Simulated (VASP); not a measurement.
Wanted: the native input for a VASP 6.6.1 run.

| Item | Value |
| --- | --- |
| Task | single point |
| Functional | LDA |
| Potentials or basis | VASP PAW LDA potentials, release 64 (O, H, C, N) |
| Cutoff | 520 eV |
| k mesh | 1 × 1 × 1 |
| Occupations | fermi-dirac, width 0.02 eV |
| Spin | no spin polarisation |
| Dipole correction | no |
| Further INCAR settings | LREAL = Auto; ALGO = Normal; EDIFF = 1e-07; NBANDS = 50 |

The structure of H15C2NO6 lies in POSCAR:

```
H15C2NO6
1.0
    6.4392770000      0.0000000000      0.0000000000
    0.0000000000      6.4392770000      0.0000000000
    0.0000000000      0.0000000000      6.4392770000
O H C N
6 15 2 1
Direct
    0.1682176431      0.9086268536      0.7147696861
    0.5526707424      0.1553901160      0.1891827297
    0.2796431960      0.2763198415      0.6831667592
    0.4616667368      0.5183967082     -0.0715918883
    0.8643516966      0.9065614043      1.2065795585
    0.2061877444      1.0559725882      0.3341058321
    0.2603863757      0.7910515420      0.7602561592
    0.0187443404      0.8395663053      0.7439655104
    0.5323113138      0.2733381403      0.0846213014
    0.3963954338      0.1041576562      0.2071661151
    0.2587557578      0.2564263038      0.5298731519
    0.2346847325      0.1485415210      0.7355950055
    0.3814713981      0.5428870353      0.0625846659
    0.3761602428      0.4281225982     -0.1799425619
    0.8295030638      0.8073111314      1.1009931705
    0.7381729346      1.0008421753      1.2029300805
    0.0699146814      0.9947234759      0.2779815187
    0.2195588107      0.9688510061      0.4639651315
    0.8755175465      0.4696489994      0.2684152274
    0.9792403712      0.2993037883      0.4458264491
    0.7053431620      0.3282666672      0.4073593976
    0.8565402607      0.4124065481      0.4232773338
    0.8780954756      0.5412253581      0.5953774003
    0.8802075140      0.6508494665      0.7389804787
```

The cell was built by a generator and needn't be a form met in nature.

These files were run (other wordings do the same):

INCAR

```
ALGO = Normal
EDIFF = 1E-7
ENCUT = 520
ISIF = 2
ISMEAR = -1
LASPH = T
LCHARG = T
LELF = T
LREAL = Auto
LVHAR = T
LWAVE = F
NBANDS = 50
NELM = 80
PREC = Accurate
SIGMA = 0.02
```

KPOINTS

```
k-points
0
Gamma
  1 1 1
```

Potentials or basis: VASP PAW LDA potentials, release 64 (O, H, C, N).

Command:

```console
$ cat potpaw_LDA.64/O/POTCAR potpaw_LDA.64/H/POTCAR potpaw_LDA.64/C/POTCAR potpaw_LDA.64/N/POTCAR > POTCAR
$ mpirun -np 1 vasp_gam > vasp.out
```

It gave:

The pressure is -0.2 GPa and the largest force is 3.874 eV/Å. The band gap on the k mesh is 4.67 eV, direct.

Caveat: the standard files for N, O and F lose accuracy on very short bonds.

Run time: 12 s on 1 thread of Intel(R) Xeon(R) 6975P-C (Granite Rapids), on a shared host, peak memory 0.24 GiB.
